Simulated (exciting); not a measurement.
# Ba L₃-edge absorption of BaS, all-electron BSE

Aim: the Ba L₃ absorption edge of BaS with the electron–hole interaction treated explicitly, and what each term of the kernel does.

Program: exciting sodium. Level of theory: X-ray absorption, core-level Bethe-Salpeter equation, exchange and statically screened direct term, Tamm-Dancoff, all-electron LAPW+lo PBE. Results are calculated unless marked as measured.

## 1. The structure

The structure is cubic, space group Fm-3m (No. 225). Conventional cell: a = 6.388 Å, b = 6.388 Å, c = 6.388 Å, α = 90.00°, β = 90.00°, γ = 90.00°. Ba has 6 S at 3.19 Å nearest. S has 6 Ba at 3.19 Å nearest. Farther neighbours and most contacts between anions are not listed.

Coordinates:

```xyz
2
Lattice="0.0000 3.1938 3.1938 3.1938 0.0000 3.1938 3.1938 3.1938 0.0000" Properties=species:S:1:pos:R:3 pbc="T T T"
Ba    0.0000    0.0000    0.0000
S     3.1938    3.1938    3.1938
```

Differences between curves are given as r.m.s. difference over r.m.s. height.

## 2. Ground state

The species files are the program's own, with muffin-tin radii set in the input.

Input file input.xml:

```
<input>
  <title>BaS</title>
  <structure speciespath="." autormt="false" epslat="1.0e-5">
    <crystal>
      <basevect>0.0000000000 6.0353128094 6.0353128094</basevect>
      <basevect>6.0353128094 0.0000000000 6.0353128094</basevect>
      <basevect>6.0353128094 6.0353128094 0.0000000000</basevect>
    </crystal>
    <species speciesfile="Ba.xml" rmt="2.464">
      <atom coord="0.0000000000 0.0000000000 0.0000000000"/>
    </species>
    <species speciesfile="S.xml" rmt="2.300">
      <atom coord="0.5000000000 0.5000000000 0.5000000000"/>
    </species>
  </structure>
  <groundstate do="fromscratch" xctype="GGA_PBE" ngridk="4 4 4" rgkmax="7" gmaxvr="14" nempty="8" swidth="0.001" maxscl="100" epsengy="1e-5"/>
</input>
```

Started as:

```console
> OMP_NUM_THREADS=1 mpirun -n 2 exciting
```

What it wrote:

```text
EXCITING SODIUM started
********************************************************************************
* Ground-state run starting from atomic densities                              *
********************************************************************************
+ Starting initialization                                                      +
 Lattice vectors (cartesian) :
      0.0000000000      6.0353128094      6.0353128094
      6.0353128094      0.0000000000      6.0353128094
      6.0353128094      6.0353128094      0.0000000000
 Reciprocal lattice vectors (cartesian) :
     -0.5205351823      0.5205351823      0.5205351823
      0.5205351823     -0.5205351823      0.5205351823
      0.5205351823      0.5205351823     -0.5205351823
 Unit cell volume                           :     439.6725467024
 Brillouin zone volume                      :       0.5641703475
 Species :    1 (Ba)
     parameters loaded from                 :    Ba.xml
     name                                   :    barium
     nuclear charge                         :     -56.00000000
     electronic charge                      :      56.00000000
     atomic mass                            :  250331.80700000
     muffin-tin radius                      :       2.46400000
     # of radial points in muffin-tin       :     600
     atomic positions (lattice) :
       1 :   0.00000000  0.00000000  0.00000000
 Species :    2 (S)
     parameters loaded from                 :    S.xml
     name                                   :    sulphur
     nuclear charge                         :     -16.00000000
     electronic charge                      :      16.00000000
     atomic mass                            :   58452.74216000
     muffin-tin radius                      :       2.30000000
     # of radial points in muffin-tin       :     300
     atomic positions (lattice) :
       1 :   0.50000000  0.50000000  0.50000000
 Total number of atoms per unit cell        :       2
 Spin treatment                             :    spin-unpolarised
 Number of Bravais lattice symmetries       :      48
 Number of crystal symmetries               :      48
 k-point grid                               :       4    4    4
 Total number of k-points                   :       8
 k-point set is reduced with crystal symmetries
 R^MT_min * |G+k|_max (rgkmax)              :       7.00000000
 Species with R^MT_min                      :       2 (S)
 Maximum |G+k| for APW functions            :       3.04347826
 Maximum |G| for potential and density      :      14.00000000
 G-vector grid sizes                        :      40    40    40
 Total number of G-vectors                  :   20275
 Maximum angular momentum used for
     APW functions                          :       8
     computing H and O matrix elements      :       8
     potential and density                  :       8
     inner part of muffin-tin               :       2
 Total nuclear charge                       :     -72.00000000
 Total electronic charge                    :      72.00000000
 Total core charge                          :      46.00000000
 Total valence charge                       :      26.00000000
 Number of empty states                     :       8
 Total number of valence states             :      22
 Maximum Hamiltonian size                   :     241
 Maximum number of plane-waves              :     222
 Total number of local-orbitals             :      19
 Exchange-correlation type                  :      20
     Perdew-Burke-Ernzerhof, Phys. Rev. Lett. 77, 3865 (1996)
     Generalised gradient approximation (GGA)
 Smearing scheme                            :    Gaussian
 Smearing width                             :       0.00100000
 Using multisecant Broyden potential mixing
+ Ending initialization                                                        +
********************************************************************************
* Groundstate module started                                                   *
********************************************************************************
 Output level for this task is set to normal
+ Self-consistent loop started                                                 +
 Density and potential initialised from atomic data
+ SCF iteration number :    1                                                  +
 Total energy                               :     -8539.57363247
 _______________________________________________________________
 Fermi energy                               :         0.15974762
 Kinetic energy                             :      9089.67141092
 Coulomb energy                             :    -17405.03580388
 Exchange energy                            :      -220.53512064
 Correlation energy                         :        -3.67411887
 DOS at Fermi energy (states/Ha/cell)       :         0.00000000
 Electron charges :
     core                                   :        46.00000000
     core leakage                           :         0.00009242
     valence                                :        26.00000000
     interstitial                           :         3.97337888
     charge in muffin-tin spheres :
                  atom     1    Ba          :        52.85267512
                  atom     2     S          :        15.17394600
     total charge in muffin-tins            :        68.02662112
     total charge                           :        72.00000000
 Estimated fundamental gap                  :         0.11739451
        valence-band maximum at    1      0.0000  0.0000  0.0000
     conduction-band minimum at    7      0.5000  0.5000  0.0000
[... further iterations ...]
| Convergence targets achieved. Performing final SCF iteration                 +
 Total energy                               :     -8538.73808258
 _______________________________________________________________
 Fermi energy                               :         0.18739576
 Kinetic energy                             :      9089.20888644
 Coulomb energy                             :    -17403.86913691
 Exchange energy                            :      -220.40089995
 Correlation energy                         :        -3.67693216
 DOS at Fermi energy (states/Ha/cell)       :         0.00000000
 Electron charges :
     core                                   :        46.00000000
     core leakage                           :         0.00009303
     valence                                :        26.00000000
     interstitial                           :         4.23147990
     charge in muffin-tin spheres :
                  atom     1    Ba          :        52.94333864
                  atom     2     S          :        14.82518146
     total charge in muffin-tins            :        67.76852010
     total charge                           :        72.00000000
 Estimated fundamental gap                  :         0.08093181
        valence-band maximum at    1      0.0000  0.0000  0.0000
     conduction-band minimum at    7      0.5000  0.5000  0.0000
+ Self-consistent loop stopped                                                 +
 STATE.OUT is written
********************************************************************************
* Groundstate module stopped                                                   *
********************************************************************************
 Total time spent (seconds)                 :        18.69
- CAUTION! Warnings have been written in file WARNING.OUT !                    -
| EXCITING SODIUM stopped                                                      =
```

The job ended after 20 s (2 MPI ranks of Arm Neoverse V2, shared host).

The warnings file holds hints only, no warning.

The mesh shows a gap of 2.20 eV. Core levels (Dirac, from the valence top):

```
atom  level  energy (eV)
  Ba  2p3/2      -5151.4
  Ba  3s1/2      -1233.9
  Ba  3p1/2      -1090.6
  Ba  3p3/2      -1016.9
  Ba  3d3/2       -765.6
  Ba  3d5/2       -749.8
  Ba  4s1/2       -235.8
  Ba  4p1/2       -183.7
  Ba  4p3/2       -168.3
```

## 3. A richer basis for the empty states

Each species file gets more local orbitals, built from u and its energy derivative at 0.15 Ha and u at 0.9 Ha.

input.xml is that of step 2.

Input file SPECIES.xml, added lines:

```
<lo l="L">  <!-- L = 0, 1, 2, and 3 from Cs on -->
  <wf matchingOrder="0" trialEnergy="0.1500" searchE="false"/>
  <wf matchingOrder="1" trialEnergy="0.1500" searchE="false"/>
  <wf matchingOrder="0" trialEnergy="0.9000" searchE="false"/>
</lo>
```

Started as:

```console
> OMP_NUM_THREADS=1 mpirun -n 2 exciting
```

What it wrote:

```text
EXCITING SODIUM started
********************************************************************************
* Ground-state run starting from atomic densities                              *
********************************************************************************
+ Starting initialization                                                      +
[... lattice and species ...]
 Spin treatment                             :    spin-unpolarised
 Number of Bravais lattice symmetries       :      48
[...]
+ Self-consistent loop stopped                                                 +
 STATE.OUT is written
********************************************************************************
* Groundstate module stopped                                                   *
********************************************************************************
 Total time spent (seconds)                 :        16.27
- CAUTION! Warnings have been written in file WARNING.OUT !                    -
| EXCITING SODIUM stopped                                                      =
[key lines of the parts left out:]
Total energy                               :     -8538.73855516
Fermi energy                               :         0.18771685
```

Elapsed: 18 s, on 2 MPI ranks.

Against the first ground state the total energy moves by -6 meV an atom and the gap by 0.00 eV.

[end of part 1 of 3]

[Banner, clock and machine lines of the logs are left out without a mark of their own.]

[Logs are printed without paths, hosts, clocks, repeated set-up lines and the standing remarks that a program may print on its own settings, such as how far it seeks lower states.]

[Hosts, paths, dates, database ids (printed as entryN), source tags and the programs' standing remarks are cut or masked in the printed files.]
